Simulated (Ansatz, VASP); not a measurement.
BaTiO3 in VASP and in Ansatz

```
CELL_PARAMETERS angstrom
3.99980 0.00000 0.00000
0.00000 3.99980 0.00000
0.00000 0.00000 4.01800
ATOMIC_POSITIONS crystal
Ba 0.00000 0.00000 0.00000
Ti 0.50000 0.50000 0.49000
O 0.00000 0.50000 0.51700
O 0.50000 0.00000 0.51700
O 0.50000 0.50000 0.01900
```

Alike in both runs: functional PBE; k mesh 7 × 7 × 7; occupations gaussian, width 0.02 eV; no spin polarisation.

|  | VASP | Ansatz |
| --- | --- | --- |
| version | VASP 6.6.1 | Ansatz 0.2.0 |
| potentials or method | VASP PAW PBE potentials, release 64 (Ba_sv, Ti_sv, O) | Ansatz PAW |
| plane-wave cutoff (eV) | 520 | 420 |
| valence electrons in the cell | 40 | 40 |
| task | electron localisation function | single point |

Ansatz gave:

- gap on the k mesh at the Fermi level (eV): 1.93
- least direct gap on the mesh (eV): 2.09
- pressure (GPa): 2.4
- largest component of the traceless stress (GPa): 0.59
- rms of the force components (eV/Å): 0.097

**Question.** Which values does VASP return?

**Answer.** gap on the k mesh at the Fermi level (eV): 1.87; least direct gap on the mesh (eV): 2.06; pressure (GPa): 4.2; largest component of the traceless stress (GPa): 0.62; rms of the force components (eV/Å): 0.090.

Atom by atom the forces differ by 0.016 eV/Å (rms over components). The functional is the same, so the differences come from potentials, cutoffs and numerics.

Caveats: spin-orbit coupling is left out, which moves the levels of the heavy elements; an odd mesh through Γ misses points on the zone boundary, where band edges often lie (VASP); odd divisions of the mesh miss points on the zone boundary, where band edges often lie, so the gap on the mesh can be too wide (Ansatz); the pressure holds a Pulay correction of +0.5 GPa for the finite cutoff (Ansatz). PBE gaps usually lie below the measured ones, often by a third to a half.
